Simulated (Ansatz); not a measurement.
Space group Im-3m (No. 229). a = 3.600 Å, b = 3.600 Å, c = 3.600 Å, α = 90.00°, β = 90.00°, γ = 90.00°
| atom | site | symmetry | x | y | z |
| --- | --- | --- | --- | --- | --- |
| Cd | 2a | m-3m | 0.0000 | 0.0000 | 0.0000 |

Equation of state of this Cd structure (not necessarily the ground state), with shape and atoms relaxed at each volume where symmetry leaves them free. It has no gap at any of these volumes. These are results of DFT PBE, scalar-relativistic, plane waves, PAW in Ansatz 0.2.0, not measurements.

Cutoff 420 eV; k points 16×16×16 on the computed 1-atom cell (Γ-centred); Gaussian smearing, width 0.10 eV; no spin polarisation.

```tsv
V (Å³/atom)	E − E(largest V) (meV/atom)	P (GPa)
20.528	32.26	7.27
21.228	5.95	4.85
21.928	-10.81	2.90
22.628	-19.89	1.31
23.328	-22.66	0.00
24.027	-20.23	-1.05
24.727	-13.60	-1.87
25.660	0.00	-2.65
```

Fit a third-order Birch–Murnaghan equation to E(V).

V0 = 23.33 Å³/atom, B0 = 39 GPa, B0' = 6.0.

This bcc form isn't the element's structure at ambient conditions.

Cost: 8 runs of about 0.37 core-minutes in all, on Arm Neoverse V2 (shared hosts).